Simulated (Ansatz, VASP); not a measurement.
**WC in VASP and in Ansatz**

INCAR

```
PREC = Accurate ; ENCUT = 520
EDIFF = 1E-6 ; ISMEAR = -1
SIGMA = 0.05 ; LREAL = False
LASPH = True ; NELM = 80
ALGO = Normal ; ISIF = 2
LWAVE = False ; LCHARG = True
GGA = PS ; LELF = True
LVHAR = True ; NBANDS = 16
```

File KPOINTS:

```
regular mesh
0
Gamma
  13 13 12
```

File POSCAR:

```
WC
1.0
    2.8712014385      0.0000000000      0.0000000000
   -1.4356007192      2.4865333851      0.0000000000
    0.0000000000      0.0000000000      2.8004222886
W C
1 1
Direct
    0.0000000000      0.0000000000      0.0000000000
    0.6666666667      0.3333333333      0.5000000000
```

Input for Ansatz:

```yaml
crystal:
  lattice:
    - [2.8712014385, 0.0, 0.0]
    - [-1.4356007192, 2.4865333851, 0.0]
    - [0.0, 0.0, 2.8004222886]
  atoms:
    - { symbol: W, position: [0.0, 0.0, 0.0] }
    - { symbol: C, position: [0.6666666667, 0.3333333333, 0.5] }
kpoints:
  mp_grid: { grid: [13, 13, 12] }
scf:
  occupations: { method: fermi_dirac, width: 0.05 }
hamiltonian:
  xc: pbesol
  pseudopotentials: { kind: all_electron, lapw: { basis_error: 0.001 } }
output:
  forces: true
  stress: true
  eigenvalues: true
```

Change from the starting cell: volume scaled by 0.97.

Alike in both runs: task single point; functional PBEsol; k mesh 13 × 13 × 12; occupations fermi-dirac, width 0.05 eV; no spin polarisation.

|  | VASP | Ansatz |
| --- | --- | --- |
| version | VASP 6.6.1 | Ansatz 0.2.0 |
| potentials or method | VASP PAW PBE potentials, release 64 (W_sv, C) | all-electron LAPW, scalar-relativistic |
| plane-wave cutoff (eV) | 520 | see its input |

VASP gave:

```
pressure (GPa)                                  : 13.8
largest component of the traceless stress (GPa) : 1.26
```

Question: Estimate Ansatz's values.

Answer: Pressure (GPa): 12.4; largest component of the traceless stress (GPa): 0.98.

Ansatz ran all-electron here, so the differences hold the error of VASP's frozen core and of both bases.

Caveats: the PAW data sets were made with another functional, which shifts forces and pressure a little (VASP). Spin-orbit coupling is left out, which matters for the levels of W.
